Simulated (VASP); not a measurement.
Li: single point with PBE+D3(BJ)

The system is Li.

```
Li
1.0
    -1.59251    1.59251    1.59251
     1.59251   -1.59251    1.59251
     1.59251    1.59251   -1.59251
Li
1
Direct
  0.00000 0.00000 0.00000
```

| Quantity | Value |
| --- | --- |
| Program | VASP 6.6.1 |
| Task | single point |
| Functional | PBE |
| Dispersion | D3(BJ) |
| Potentials or basis | VASP PAW PBE potentials, release 64 (Li_sv) |
| Cutoff | 520 eV |
| k mesh | 18 × 18 × 18 |
| Occupations | gaussian, width 0.1 eV |
| Spin | no spin polarisation |

* Band gap on the k mesh: none (metal or under the smearing width)
* Dispersion energy per atom: -0.212 eV

Levels at points of the mesh, in eV from the Fermi level:
```
           k point  band 1  band 2  band 3  band 4
(0.00, 0.00, 0.00)  -46.18   -3.84   17.16   17.16
(0.50, 0.00, 0.00)  -46.13    0.18    4.08   12.12
(0.50, 0.50, 0.50)  -46.10    6.39    6.39    6.39
```

Wall time 9.8 s on 1 thread of AMD EPYC 9R45 96-Core Processor (Zen 5), with other jobs on the host, peak memory 0.12 GiB.
